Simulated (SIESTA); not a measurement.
# NiO2 under changes of volume

One of the cells (12.920 Å³/atom); the others are scaled copies at fixed shape and fractional positions:

```
Ni O
1.0
     2.91215    0.00000    0.00000
    -1.45608    2.52200    0.00000
     0.00000    0.00000   10.55527
Ni O
2 4
Cartesian
  0.0000 0.0000 5.2776
  0.0000 0.0000 0.0000
  0.0000 1.6813 6.2179
  0.0000 1.6813 9.6150
  1.4561 0.8407 4.3374
  1.4561 0.8407 0.9403
```

The cell comes from a database or a generator and needn't be the stable form of this composition.

| Property | Result |
| --- | --- |
| Program | SIESTA 5.4.2 |
| Functional | PBEsol |
| Potentials or basis | PseudoDojo 0.4 standard (PBEsol files) |
| Basis | DZP (energy shift 0.003 Ry; two zetas on semicore shells) |
| Grid cutoff | 800 Ry |
| Energy shift | 0.003 Ry |
| k mesh | 8 × 8 × 2 |
| Occupations | fermi-dirac, width 0.05 eV |
| Spin | collinear spin, ferromagnetic start |
| Starting moments | [1.0, 1.0, 0.0, 0.0, 0.0, 0.0] μB |

```csv
volume (Å³/atom),energy over the lowest point (meV/atom),pressure (GPa),gap on the mesh (eV),largest force (eV/Å)
12.145,0.00,-5.6,0.90,0.002
12.404,11.54,-8.7,0.88,0.272
12.662,27.79,-11.4,0.86,0.515
12.920,48.04,-13.7,0.84,0.742
13.179,71.70,-15.7,0.82,0.949
13.437,98.58,-17.6,0.80,1.144
13.696,?,?,?,?
```

Task: What does the run at 13.696 Å³/atom give?

Result: Energy over the lowest point 128.40 meV/atom; pressure -19.2 GPa; gap on the mesh 0.78 eV; largest force 1.318 eV/Å.

Worked out: A Birch-Murnaghan fit of order 3 (a polynomial in V^(-2/3)) to the other rows has no minimum within the range. It gives 128.09 meV/atom at 13.696 Å³/atom, against the run's 128.40, and -dE/dV = -19.0 GPa, against -19.2. A straight line through the other rows of the gap, of slope -0.989 eV per unit of ln V, extrapolates to 0.78 eV, against the run's 0.78.

Energies are extrapolated to zero smearing.

Caveats: short orbitals over semicore shells can move pressures by several GPa; the basis of atomic orbitals isn't converged, which shifts pressures, moduli and gaps; forces of over 1 eV/Å show positions far from the minimum, so gaps and moduli don't describe the material at rest (some runs).

A mesh can miss the band edges.
